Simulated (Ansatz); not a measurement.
# WS2: two-dimensional strain map

Computed with DFT r2SCAN, scalar-relativistic, plane waves, PAW in Ansatz. The runs took a 500 eV cutoff, a Γ-centred 12×12×12 mesh and Gaussian smearing (0.05 eV). Spin–orbit coupling is left out, which matters for the heavy elements here. No spin polarisation. Energies are free energies at this smearing, counted from the undisturbed cell; pressure is positive in compression.

The starting cell (relaxed at this level; this form isn't the usual structure):

```
W S
1.0
     1.59113    0.91864    6.54785
    -1.59113    0.91864    6.54785
     0.00000   -1.83728    6.54785
W S
1 2
Direct
  0.99933 0.99933 0.99933
  0.74536 0.74536 0.74536
  0.58662 0.58662 0.58662
```

The cell holds layers and no dispersion correction was added, so their binding is poorly described.

The cell is strained by p along both x and y and by q along z, fractional coordinates fixed. Points are written (p, q).

Energy above the undisturbed cell in meV/atom (a dash: not computed):

| p \ q | -0.080 | -0.040 | 0.000 | 0.040 | 0.080 |
| --- | --- | --- | --- | --- | --- |
| -0.080 | 707.7 | 478.3 | 337.1 | 271.4 | 269.8 |
| -0.040 | 307.3 | – | 76.0 | – | 103.1 |
| 0.000 | 123.9 | 29.3 | 0.0 | – | 98.5 |
| 0.080 | 207.3 | – | 226.7 | – | 413.9 |

Pressure in GPa:

```
 p \ q  -0.080  -0.040  0.000  0.040  0.080
-0.080    66.6    50.2   36.6   25.5   16.4
-0.040    37.1       –   14.9      –    0.3
 0.000    16.2     7.3    0.0      –  -10.4
 0.080    -8.3       –  -16.6      –  -21.6
```

Gap on the k-mesh in eV:

```
 p \ q  -0.080  -0.040  0.000  0.040  0.080
-0.080    1.27    1.57   1.76   1.53   1.34
-0.040    0.68       –   1.57      –   1.43
 0.000    0.10    0.77   1.37      –   1.51
 0.080    0.00       –   0.41      –   1.11
```

Where the gap reads zero the k-mesh, chosen for the insulator, is on the coarse side.

Cost: 15 runs of about 19 core-minutes in all, on Intel Xeon Processor @ 2.50GHz (Skylake/Cascade Lake) (shared hosts).